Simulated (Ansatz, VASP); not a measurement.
**Al: VASP beside Ansatz**

File INCAR:

```
ALGO     = Normal         # electronic algorithm
EDIFF    = 1E-7           # SCF threshold, eV
ENCUT    = 520            # plane-wave cutoff, eV
GGA      = PE             # functional
ISIF     = 2              # what is computed and relaxed
ISMEAR   = -1             # smearing method
LASPH    = True           # aspherical terms in the spheres
LCHARG   = True           # write CHGCAR
LELF     = True           # ELF
LREAL    = False          # projectors in reciprocal space
LVHAR    = True         
LWAVE    = False          # write WAVECAR
NBANDS   = 8              # bands
NELM     = 60             # most SCF steps
PREC     = Accurate       # precision mode
SIGMA    = 0.08           # smearing width, eV
```

The input KPOINTS:

```
k-points
0
Gamma
  16 16 16
```

POSCAR

```
Al
1.0
    2.4843441322      0.0000000000      0.0000000000
    0.0000000000      2.4843441322      0.0000000000
    0.0000000000      0.0000000000      2.4843441322
Al
1
Direct
    0.0000000000      0.0000000000      0.0000000000
```

Input for Ansatz:

```yaml
crystal:
  lattice:
    - [2.4843441322, 0.0, 0.0]
    - [0.0, 2.4843441322, 0.0]
    - [0.0, 0.0, 2.4843441322]
  atoms:
    - { symbol: Al, position: [0.0, 0.0, 0.0] }
kpoints:
  mp_grid: { grid: [16, 16, 16] }
  band_path:
    path:
      - [0.0, 0.0, 0.0]
      - [0.0, 0.5, 0.0]
      - [0.5, 0.5, 0.0]
      - [0.0, 0.0, 0.0]
      - [0.5, 0.5, 0.5]
      - [0.0, 0.5, 0.0]
      - [0.5, 0.5, 0.5]
      - [0.5, 0.5, 0.0]
    npoints: 8
scf:
  occupations: { method: fermi_dirac, width: 0.08 }
hamiltonian:
  xc: pbe
  pseudopotentials: { kind: all_electron, lapw: { basis_error: 0.001 } }
output:
  forces: true
  stress: true
  eigenvalues: true
  populations: true
  dos: { projected: true, de: 0.2, e_range: [-14, 8] }
```

Change from the starting cell: volume scaled by 0.76, LAPW.

Alike in both runs: task single point; functional PBE; k mesh 16 × 16 × 16; occupations fermi-dirac, width 0.08 eV; no spin polarisation.

|  | VASP | Ansatz |
| --- | --- | --- |
| version | VASP 6.6.1 | Ansatz 0.2.0 |
| potentials or method | VASP PAW PBE potentials, release 64 (Al) | all-electron LAPW, scalar-relativistic |
| plane-wave cutoff (eV) | 520 | see its input |

```csv
,VASP,Ansatz,Ansatz less VASP
pressure (GPa),27.9,27.7,-0.20
```

Ansatz ran all-electron here, so the differences hold the error of VASP's frozen core and of both bases.

Caveats: so large a pressure means that the cell lies far from this level's equilibrium, or that cutoff or potentials fall short (VASP).
